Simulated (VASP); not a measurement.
# Gallium: Mo into a neighbouring Ga vacancy, part 2 of 4

How hard is this move in Gallium: Mo into a neighbouring Ga vacancy? Both ends are relaxed first, then a band of images between them. The start is a cell from a database of measured crystal structures.

VASP 6.6.1, plane waves and PAW; the level of theory is named at each step.

So far. Step 2 (Relax the host): The run ended after 8 ionic steps, 0.027 eV below its first step, once forces and stress met EDIFFG = -0.02.

### Step 3. Relax the start

This step: PBE; plane waves and PAW (Ga, Mo) (VASP 6.6.1).

System of this step: Ga14Mo (Gallium). The cell holds 15 atoms: 14 Ga and 1 Mo. Its edges and angles: a = 8.982 Å, b = 8.982 Å, c = 6.519 Å, α = 111.0°, β = 111.0°, γ = 118.7°. It derives from Ga (Gallium). Nearest the centre at fractional (0.500, 0.500, 0.500): Mo15 at 1.28 Å, Ga13 at 3.22 Å, Ga6 at 3.23 Å, Ga7 at 3.23 Å, Ga14 at 3.24 Å, Ga4 at 3.28 Å, Ga11 at 3.30 Å, Ga9 at 3.48 Å.

A path needs two true minima; the start is relaxed with symmetry off.

INCAR reads:

```
SYSTEM = Ga14Mo
PREC = Normal
ENCUT = 280
EDIFF = 1E-05
NELM = 120
ISMEAR = 1
SIGMA = 0.15
LREAL = Auto
ALGO = Fast
GGA = PE
NBANDS = 39
LASPH = .TRUE.
LORBIT = 11
LWAVE = .FALSE.
LCHARG = .FALSE.
KPAR = 3
IBRION = 2
NSW = 60
ISIF = 2
EDIFFG = -0.05
POTIM = 0.4
MAXMIX = 40
ISYM = 0
```

POSCAR reads:

```
Ga14Mo
1.0
    0.0000000000      7.7255186898      4.5820659583
    0.0000000000     -7.7255186898      4.5820659583
    4.6364062420      0.0000000000     -4.5820659583
Ga Mo
14 1
Direct
    0.0402008651      0.8817217020      0.5014907416
    0.0370062044      0.3783102592     -0.0056214109
    0.5380605621      0.8802040111     -0.0023162476
    0.8831830360      0.5394615951      0.5012687952
    0.3784672142      0.0352410984      0.4968231684
    0.3820234601      0.5382727658      0.0025832344
    0.8793170934      0.0363350578     -0.0033729075
    0.9656068866      0.1186089237      0.4988111356
    0.9536550324      0.6148974924     -0.0116951032
    0.4621694024      0.1179684577     -0.0018211968
    0.1209856498      0.4675123354      0.5091356911
    0.6253714311      0.9673450924      0.5088118750
    0.6158048703      0.4637193059     -0.0022172620
    0.1158366490      0.9626619070      0.0004702525
    0.4607364201      0.6195343539      0.4996892262
```

KPOINTS reads:

```
Automatic mesh
0
Gamma
4 4 4
0 0 0
```

Potentials, in the order of the species: Ga and Mo (PBE family, release 64).

Launch:

```sh
mpirun -np 3 vasp_std
```

Log:

```text
[banner, memory and clock lines left out]
running    3 mpi-ranks, on    1 nodes
 distrk:  each k-point on    1 cores,    3 groups
 distr:  one band on    1 cores,    1 groups

 POSCAR found type information on POSCAR GaMo
 POSCAR found :  2 types and      15 ions
 LDA part: xc-table for (Slater+PW92), standard interpolation
 POSCAR, INCAR and KPOINTS ok, starting setup
 FFT: planning ... GRIDC
 FFT: planning ... GRID_SOFT
 FFT: planning ... GRID
 WAVECAR not read
 entering main loop
       N       E                     dE             d eps       ncg     rms          rms(c)
DAV:   1     0.868431651153E+02    0.86843E+02   -0.11206E+04  2808   0.596E+02
DAV:   2    -0.412750577267E+02   -0.12812E+03   -0.11888E+03  3389   0.112E+02
DAV:   3    -0.500426994857E+02   -0.87676E+01   -0.83348E+01  3648   0.285E+01
DAV:   4    -0.502163205984E+02   -0.17362E+00   -0.17192E+00  3520   0.399E+00
DAV:   5    -0.502197202463E+02   -0.33996E-02   -0.33971E-02  3583   0.453E-01    0.127E+01
RMM:   6    -0.548118041934E+02   -0.45921E+01   -0.21681E+01  2808   0.112E+01    0.145E+01
RMM:   7    -0.484954726778E+02    0.63163E+01   -0.39047E+00  2808   0.595E+00    0.498E+00
RMM:   8    -0.483134506121E+02    0.18202E+00   -0.50211E-01  2808   0.211E+00    0.156E+00
RMM:   9    -0.483002713873E+02    0.13179E-01   -0.76072E-02  2809   0.827E-01    0.501E-01
RMM:  10    -0.482993396030E+02    0.93178E-03   -0.11697E-02  2823   0.310E-01    0.151E-01
RMM:  11    -0.482995304616E+02   -0.19086E-03   -0.31952E-03  2952   0.124E-01    0.104E-01
RMM:  12    -0.482995059584E+02    0.24503E-04   -0.46149E-04  2827   0.571E-02    0.237E-02
RMM:  13    -0.482995193968E+02   -0.13438E-04   -0.11094E-04  2662   0.269E-02    0.137E-02
RMM:  14    -0.482995187058E+02    0.69107E-06   -0.21093E-05  2073   0.110E-02
   1 F= -.48299519E+02 E0= -.48297421E+02  d E =-.482995E+02
 curvature:   0.00 expect dE= 0.000E+00 dE for cont linesearch  0.000E+00
 trial: gam= 0.00000 g(F)=  0.135E+00 g(S)=  0.000E+00 ort = 0.000E+00 (trialstep = 0.100E+01)
 search vector abs. value=  0.135E+00
 bond charge predicted
       N       E                     dE             d eps       ncg     rms          rms(c)
DAV:   1    -0.484104137127E+02   -0.11089E+00   -0.23242E+00  3088   0.491E+00    0.624E-01
RMM:   2    -0.484135902147E+02   -0.31765E-02   -0.69122E-02  2808   0.894E-01    0.196E-01
RMM:   3    -0.484137379299E+02   -0.14772E-03   -0.84121E-03  2835   0.332E-01    0.123E-01
RMM:   4    -0.484138827960E+02   -0.14487E-03   -0.13474E-03  2898   0.115E-01    0.419E-02
RMM:   5    -0.484138647329E+02    0.18063E-04   -0.24815E-04  2818   0.493E-02    0.140E-02
RMM:   6    -0.484138686994E+02   -0.39664E-05   -0.63619E-05  2517   0.219E-02
   2 F= -.48413869E+02 E0= -.48411960E+02  d E =-.114350E+00
[... from here on, the cycles between the ionic steps are left out ...]
   3 F= -.48516933E+02 E0= -.48515694E+02  d E =-.217414E+00
   4 F= -.48517326E+02 E0= -.48516035E+02  d E =-.217807E+00
   5 F= -.48546403E+02 E0= -.48545047E+02  d E =-.290770E-01
   6 F= -.48587243E+02 E0= -.48585978E+02  d E =-.699172E-01
   7 F= -.48587562E+02 E0= -.48586311E+02  d E =-.702361E-01
   8 F= -.48599581E+02 E0= -.48598206E+02  d E =-.120186E-01
   9 F= -.48602590E+02 E0= -.48601171E+02  d E =-.150281E-01
  10 F= -.48606581E+02 E0= -.48605153E+02  d E =-.399050E-02
  11 F= -.48609007E+02 E0= -.48607550E+02  d E =-.641659E-02
  12 F= -.48612193E+02 E0= -.48610759E+02  d E =-.318592E-02
  13 F= -.48613088E+02 E0= -.48611662E+02  d E =-.408126E-02
 curvature:  -5.53 expect dE=-0.383E-02 dE for cont linesearch -0.332E-04
 trial: gam= 0.38526 g(F)=  0.693E-03 g(S)=  0.000E+00 ort = 0.133E-03 (trialstep = 0.339E+01)
 search vector abs. value=  0.123E-02
 bond charge predicted
       N       E                     dE             d eps       ncg     rms          rms(c)
DAV:   1    -0.486148559922E+02   -0.17722E-02   -0.70570E-02  2970   0.910E-01    0.818E-02
RMM:   2    -0.486150789190E+02   -0.22293E-03   -0.28215E-03  2808   0.176E-01    0.541E-02
RMM:   3    -0.486150812235E+02   -0.23045E-05   -0.33575E-04  2839   0.644E-02    0.166E-02
RMM:   4    -0.486150846151E+02   -0.33916E-05   -0.54860E-05  2484   0.229E-02
  14 F= -.48615085E+02 E0= -.48613712E+02  d E =-.199640E-02
 trial-energy change:   -0.001996  1 .order   -0.001955   -0.002522   -0.001388
 step:   6.3322(harm=  7.5399)  dis= 0.01888  next Energy=   -48.615714 (dE=-0.263E-02)
 reached required accuracy - stopping structural energy minimisation
```

Elapsed: 3.2 min, on 3 MPI ranks of Intel Xeon 6975P-C (Granite Rapids), shared host; peak memory 0.85 GiB.

From OUTCAR (step 3):

```text
 Found     36 irreducible k-points:

   k-points           NKPTS =     36   k-points in BZ     NKDIM =     36   number of bands    NBANDS=     39

   dimension x,y,z NGX =    40 NGY =   40 NGZ =   28
   dimension x,y,z NGXF=    80 NGYF=   80 NGZF=   56

   ENCUT  =  280.0 eV  20.58 Ry    4.54 a.u.  12.26 12.26  8.89*2*pi/ulx,y,z

   NELECT =      48.0000    total number of electrons

 E-fermi :   1.6567

 k-point     1 :       0.0000    0.0000    0.0000
  band No.  band energies     occupation
    ...
     21       0.8248      2.00000
     22       1.0460      2.00000
     23       1.1789      2.00006
     24       1.1839      2.00008
     25       1.4618      2.06937
     26       1.8520     -0.06925
     27       1.9068     -0.03997
     28       2.1628     -0.00002
     29       2.7367     -0.00000
     30       2.7591     -0.00000
    ...

 k-point     2 :       0.2500   -0.0000    0.0000
  band No.  band energies     occupation
    ...
     20       0.6647      2.00000
     21       0.7664      2.00000
     22       0.8785      2.00000
     23       1.1691      2.00004
     24       1.5635      1.85851
     25       1.7663      0.05946
     26       2.0335     -0.00219
     27       2.3201     -0.00000
     28       2.5264     -0.00000
     29       2.9627     -0.00000
    ...

  Total       -7.1003724     -2.9853421     -2.9126965     -0.0215997      1.2769468     -0.0309498
  in kB      -34.6570224    -14.5714989    -14.2169146     -0.1054287      6.2327964     -0.1510666
  external PRESSURE =     -21.1484787 kB  Pullay stress =       0.0000000 kB

  energy-cutoff  :      280.00
  volume of cell :      328.25
      direct lattice vectors                 reciprocal lattice vectors
     0.000000000  7.725518690  4.582065958     0.107842146  0.064720573  0.109121083
     0.000000000 -7.725518690  4.582065958     0.107842146 -0.064720573  0.109121083
     4.636406242  0.000000000 -4.582065958     0.215684292  0.000000000  0.000000000

 POSITION                                       TOTAL-FORCE (eV/Angst)
 -----------------------------------------------------------------------------------
      2.30937     -6.47168      1.95762         0.008456      0.013893      0.032925
      0.14903     -2.65614      1.99824         0.003525      0.004365      0.005281
      4.49874     -2.64196      1.99842        -0.006472     -0.008680      0.003986
      2.30999      2.59231      4.20009         0.003717      0.034111      0.013080
      2.31296      2.59294     -0.29399        -0.003463     -0.002331     -0.014504
      0.10670     -1.14652      4.20254        -0.003821     -0.015726     -0.007905
      4.53069      6.58021     -0.37361        -0.004578     -0.012061     -0.005777
      2.32271      6.47500      2.65194        -0.002058     -0.018620     -0.014047
      4.44588      2.60029      2.58434        -0.023034     -0.006137      0.002815
      0.16566      2.60853      2.58951         0.024381     -0.011214     -0.006807
      2.32234     -2.64556      0.36156        -0.000221      0.014026      0.011677
      2.31693     -2.64598      4.90047         0.003175     -0.009399     -0.000981
      4.58021      1.25788      0.36909         0.006143      0.002946     -0.016639
      0.04695     -6.46249      4.95416        -0.007076     -0.000125     -0.017265
      2.31797     -1.29894      2.66915         0.001325      0.014952      0.014160
 -----------------------------------------------------------------------------------
    total drift:                               -0.008047     -0.012866      0.006873

  FREE ENERGIE OF THE ION-ELECTRON SYSTEM (eV)
  ---------------------------------------------------
  free  energy   TOTEN  =       -48.6150846151 eV

  energy  without entropy=      -48.6109667956  energy(sigma->0) =      -48.61371201

 total charge
# of ion       s       p       d       tot
------------------------------------------
    1        1.181   0.945   0.066   2.192
    2        1.167   1.015   0.083   2.266
    3        1.167   1.018   0.083   2.267
    4        1.175   0.963   0.065   2.202
    5        1.194   0.894   0.058   2.146
    6        1.168   1.012   0.081   2.260
    7        1.168   1.008   0.080   2.256
    8        1.181   0.921   0.066   2.169
    9        1.192   0.924   0.065   2.180
   10        1.192   0.922   0.065   2.179
   11        1.162   1.023   0.081   2.266
   12        1.156   1.020   0.086   2.263
   13        1.184   0.973   0.068   2.224
   14        1.184   0.970   0.067   2.221
   15        0.361   0.246   4.384   4.990
--------------------------------------------------
tot         16.832  13.852   5.397  36.081

[... 1 part as in an earlier step ...]

[... 7 further parts left out ...]
```

The data sets Ga and Mo keep the semicore shell frozen, which is cheaper and a little less accurate.

The steps of the relaxation:

| step | energy less that of the first step (eV) | largest force (eV/Å) |
| --- | --- | --- |
| 1 | 0.0000 | 0.7163 |
| 2 | -0.1144 | 0.5457 |
| 3 | -0.2174 | 0.3357 |
| 4 | -0.2178 | 0.3209 |
| 5 | -0.2469 | 0.2431 |
| 6 | -0.2877 | 0.1994 |
| 7 | -0.2880 | 0.2176 |
| 8 | -0.3001 | 0.1106 |
| 9 | -0.3031 | 0.1152 |
| 10 | -0.3071 | 0.0735 |
| 11 | -0.3095 | 0.0866 |
| 12 | -0.3127 | 0.0569 |
| 13 | -0.3136 | 0.0539 |
| 14 | -0.3156 | 0.0367 |

The atoms that moved most (Å):

| atom | dx | dy | dz | length |
| --- | --- | --- | --- | --- |
| Ga10 | 0.174 | -0.051 | -0.077 | 0.197 |
| Ga2 | 0.175 | -0.019 | 0.069 | 0.189 |
| Ga9 | -0.136 | -0.017 | -0.074 | 0.156 |
| Ga3 | -0.127 | 0.001 | 0.071 | 0.146 |
| Ga7 | -0.090 | 0.068 | -0.003 | 0.113 |
| Ga6 | 0.095 | 0.061 | -0.002 | 0.112 |
| Ga5 | 0.009 | -0.059 | 0.087 | 0.105 |
| Ga13 | -0.046 | 0.083 | -0.005 | 0.095 |

Final coordinates:

```cif
data_structure
_symmetry_space_group_name_H-M 'P 1'
_symmetry_Int_Tables_number 1
_cell_length_a 8.9821
_cell_length_b 8.9821
_cell_length_c 6.5186
_cell_angle_alpha 111.013
_cell_angle_beta 111.013
_cell_angle_gamma 118.655
_cell_volume 328.25
loop_
_atom_site_label
_atom_site_type_symbol
_atom_site_fract_x
_atom_site_fract_y
_atom_site_fract_z
_atom_site_occupancy
Ga1 Ga 0.04382 0.88152 0.49810 1
Ga2 Ga 0.06222 0.40603 0.03214 1
Ga3 Ga 0.53223 0.87421 0.97031 1
Ga4 Ga 0.87521 0.53966 0.49823 1
Ga5 Ga 0.38517 0.04954 0.49887 1
Ga6 Ga 0.39589 0.54430 0.02301 1
Ga7 Ga 0.87371 0.02196 0.97720 1
Ga8 Ga 0.95893 0.12080 0.50097 1
Ga9 Ga 0.92975 0.59317 0.95891 1
Ga10 Ga 0.46926 0.13161 0.03573 1
Ga11 Ga 0.11868 0.46112 0.50089 1
Ga12 Ga 0.61336 0.95586 0.49973 1
Ga13 Ga 0.61563 0.45280 0.98788 1
Ga14 Ga 0.12741 0.96392 0.01013 1
Mo15 Mo 0.45717 0.62530 0.49995 1
```

Numbers from this step:

```yaml
electronic_cycles: 84
electrons: 48
free_energy_toten: -48.62 eV
energy_at_zero_smearing: -48.61 eV
fermi_energy: 1.657 eV
```

The run ended after 14 ionic steps, 0.316 eV below its first step, once the forces on the free atoms met EDIFFG = -0.05.

(Part 2 of 4 ends here.)

[Lines on the potential files, build, host, timing and source positions are cut from VASP's logs without a mark.]

[Logs are printed without paths, hosts, clocks, repeated set-up lines and the standing remarks that a program may print on its own settings, such as how far it seeks lower states.]

[Hosts, paths, dates, database ids (printed as entryN), source tags and the programs' standing remarks are cut or masked in the printed files.]

[Runs that stopped without an error message from VASP are left out.]
